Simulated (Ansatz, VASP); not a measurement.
# Two plane-wave programs on C

```
C
1.0
     2.12060   -4.36946    0.00000
     2.12060    4.36946    0.00000
     0.00000    0.00000    2.50471
C
8
Direct
  0.64817 0.98134 0.00000
  0.35183 0.01866 0.00000
  0.01866 0.35183 0.00000
  0.98134 0.64817 0.00000
  0.42033 0.28754 0.64737
  0.59526 0.77367 0.50000
  0.77367 0.59526 0.50000
  0.22633 0.40474 0.50000
```

Alike in both runs: task single point; functional r2SCAN; k mesh 6 × 6 × 10; occupations gaussian, width 0.05 eV; no spin polarisation.

|  | VASP | Ansatz |
| --- | --- | --- |
| version | VASP 6.6.1 | Ansatz 0.2.0 |
| potentials or method | VASP PAW PBE potentials, release 64 (C) | scalar-relativistic, plane waves, PAW |
| plane-wave cutoff (eV) | 520 | 500 |
| valence electrons in the cell | 32 | 32 |

```csv
,VASP,Ansatz,Ansatz less VASP
gap on the k mesh at the Fermi level (eV),0.09,0.11,+0.015
least direct gap on the mesh (eV),0.98,0.98,+0.003
pressure (GPa),14.2,13.1,-1.15
largest component of the traceless stress (GPa),4.47,4.62,+0.146
rms of the force components (eV/Å),2.351,2.347,-0.0044
```

Atom by atom the forces differ by 0.022 eV/Å (rms over components). The functional is the same, so the differences come from potentials, cutoffs and numerics.

Caveats: the PAW data sets were made with another functional, which shifts forces and pressure a little (VASP).
